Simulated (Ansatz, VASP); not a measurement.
## TiO2 (Anatase) in VASP and in Ansatz

```
CELL_PARAMETERS angstrom
-1.89210 1.89210 4.75730
1.89210 -1.89210 4.75730
1.89210 1.89210 -4.75730
ATOMIC_POSITIONS crystal
Ti 0.00000 0.00000 0.00000
Ti 0.75000 0.25000 0.50000
O 0.20810 0.20810 0.00000
O 0.95810 0.45810 0.50000
O 0.54190 0.04190 0.50000
O 0.79190 0.79190 0.00000
```

Alike in both runs: task single point; functional PBE; dispersion D3(BJ); k mesh 6 × 6 × 6; occupations gaussian, width 0.1 eV; no spin polarisation.

|  | VASP | Ansatz |
| --- | --- | --- |
| version | VASP 6.6.1 | Ansatz 0.2.0 |
| potentials or method | VASP PAW PBE potentials, release 64 (Ti_sv, O) | scalar-relativistic, plane waves, PAW |
| plane-wave cutoff (eV) | 520 | 420 |
| valence electrons in the cell | 48 | 48 |

|  | VASP | Ansatz | Ansatz less VASP |
| --- | --- | --- | --- |
| gap on the k mesh at the Fermi level (eV) | 2.14 | 2.17 | +0.025 |
| least direct gap on the mesh (eV) | 2.45 | 2.47 | +0.022 |
| pressure (GPa) | 2.4 | 1.7 | -0.72 |
| largest component of the traceless stress (GPa) | 0.96 | 0.91 | -0.058 |
| rms of the force components (eV/Å) | 0.062 | 0.051 | -0.0107 |

Atom by atom the forces differ by 0.011 eV/Å (rms over components).

A k mesh can miss the band edges. Expect the measured gap to be larger: semilocal functionals such as PBE lack the derivative discontinuity.
